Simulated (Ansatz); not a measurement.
Born–Oppenheimer molecular dynamics of a periodic cell of 49 atoms, Si₁₆HO₃₂ (host SiO2, host structure C222_1, interstitial H). It starts from a relaxed structure.

Level of theory: DFT PBEsol, scalar-relativistic, plane waves, PAW in Ansatz. Settings: accuracy low, PAW set soft_1, cutoff 420 eV, k mesh 1x1x1, fermi-dirac smearing 0.05 eV, spin collinear.

```
ensemble        : NVT, Nosé–Hoover chain
time step       : 0.5 fs
steps asked     : 300
set temperature : 900 K
thermostat      : time constant 200 fs, chain length 3
seed            : 254484
```

First frame:

```xyz
49
Lattice="-10.0780 0.0000 0.0000 0.0000 -8.7640 0.0000 0.0000 0.0000 8.2350" Properties=species:S:1:pos:R:3
Si -4.729 -3.073 4.604
Si -5.311 -5.972 0.461
Si -5.344 -3.102 7.646
Si -4.744 -5.932 3.567
O -4.878 -6.248 1.990
O -5.153 -3.517 6.097
O -4.275 -4.394 3.778
O -5.750 -4.424 0.260
O -5.975 -2.387 3.845
O -4.051 -6.302 7.721
O -3.963 -2.499 -0.019
O -6.167 -6.143 4.312
Si -2.197 -7.405 4.703
Si -2.879 -1.467 0.570
Si -2.781 -7.312 7.793
Si -2.293 -1.571 3.674
O -2.880 -1.620 2.175
O -2.190 -7.540 6.312
O -1.812 -0.076 4.064
O -3.289 0.050 0.186
O -3.656 -6.950 4.186
O -1.418 -1.789 8.193
O -1.618 -6.699 0.508
O -3.472 -2.046 4.690
Si -9.754 -2.859 4.629
Si -0.364 -5.674 0.556
Si -0.250 -2.808 7.742
Si -9.835 -5.714 3.597
O -0.098 -5.249 2.089
O 0.081 -2.527 6.188
O -9.350 -4.420 4.447
O -0.733 -4.342 -0.293
O -1.023 -2.570 3.774
O -9.116 -6.348 8.179
O -8.998 -2.542 0.404
O -1.081 -6.322 4.287
Si -7.375 -7.201 4.516
Si -7.778 -1.470 0.401
Si -7.953 -7.319 7.642
Si -7.173 -1.366 3.508
O -7.265 -1.216 1.905
O -7.867 -7.130 6.046
O -6.839 0.084 4.144
O -8.320 -0.094 -0.256
O -8.634 -6.809 3.562
O -6.543 -2.019 7.741
O -6.546 -6.950 0.111
O -8.568 -1.906 4.106
H -0.084 0.153 1.971
```

(1) What does the run give?

(2) What happens to the structure?

(3) How do temperature and energy run in time?

Answers

(1) All steps were run.

```
steps done                                               : 300
time covered                                             : 150 fs
mean temperature over the second half                    : 490 K
spread of the potential energy over the second half      : 6.5 meV per atom
mean potential energy of the second half above the start : 60.5 meV per atom
```

The conserved energy stayed within 0.092 meV per atom of its start (net change 0.033 meV per atom), so the integration is sound. The mean temperature of the second half is 46 % below the set value. A run of 0.15 ps of so small a system gives no equilibrium averages. Limits of this set-up: coarse k mesh, PAW files made for another functional, a small cell, in which the defect meets its images, a typed lattice constant that wasn't relaxed here, low accuracy level.

(2) Mean squared displacements from the first frame to the last, about the centre of mass: Si 0.06 Å², O 0.13 Å², H 0.20 Å². Another seed would give other details.

(3) 
```csv
time (fs),T (K),potential energy less start (eV),conserved less start (meV/atom)
0,900,0.000,0.00
12.5,456,2.761,0.05
25,393,3.164,0.06
37.5,368,3.343,0.07
50,486,2.647,0.04
62.5,564,2.211,0.02
75,336,3.680,0.05
87.5,507,2.686,0.04
100,376,3.577,0.07
112.5,557,2.552,0.04
125,494,3.031,0.04
137.5,518,2.982,0.04
150,533,2.980,0.03
```

Run time: 19 min on 4 threads of Arm Neoverse V2, on a shared host, peak memory 0.99 GiB.
